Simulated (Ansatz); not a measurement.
What a change of settings does to a run on C

The cell is COD entry 9008564, as deposited and not checked against the literature; nothing was relaxed. The listed cell was then made from it by scaling, straining or moving an atom.

First run: DFT, PBE, all-electron PAW with datasets made for the crystal, scalar-relativistic (Ansatz 0.2.0).

Command: `ansatz run input.yaml --threads 1 --pin off --max-ram 2048MiB --backend cpu --events-out ev --progress --plain --runs-dir out` The run took 44 s on 1 thread of Arm Neoverse V1, with other jobs on the host, peak memory 0.89 GiB.

```yaml
crystal:
  lattice:
    - [-0.026751, 1.7834, 1.7834]
    - [1.7834, -0.026751, 1.7834]
    - [1.756649, 1.756649, 0.0]
  atoms:
    - { symbol: C, position: [0.5, 0.5, 0.5] }
    - { symbol: C, position: [0.75, 0.75, 0.75] }
kpoints:
  mp_grid: { grid: [20, 20, 20] }
scf:
  occupations: { method: fermi_dirac, width: 0.08 }
hamiltonian:
  xc: pbe
  pseudopotentials: { kind: all_electron, datasets: crystal }
output:
  forces: true
  stress: true
  eigenvalues: true
  efg: { contact_densities: true }
```

Result: converged; pressure 2.21 GPa; largest force 0.088 eV/Å; gap on the k mesh 4.04 eV; 6 SCF iterations.

The input is then changed:

```diff
@@ -8,5 +8,5 @@
     - { symbol: C, position: [0.75, 0.75, 0.75] }
 kpoints:
-  mp_grid: { grid: [20, 20, 20] }
+  mp_grid: { grid: [7, 7, 7] }
 scf:
   occupations: { method: fermi_dirac, width: 0.08 }
@@ -19,3 +19,6 @@
   eigenvalues: true
   efg: { contact_densities: true }
+accuracy: low
+basis:
+  xc_grid: 1
```

(1) What does the second run give?

Results:

(1) It was refused before any iteration. The program says:
```
Error: hamiltonian.pseudopotentials.datasets: crystal, beside a feature not held to (accuracy, as the run sets its own cutoffs) — the datasets of this kind: all_electron run are made for its crystal, and no such run has been held to what stands beside, or a reason given rules it out; change each as told or leave it out, or set another kind (and leave the keys of all_electron out)
``` Some of these settings are too coarse for converged properties.
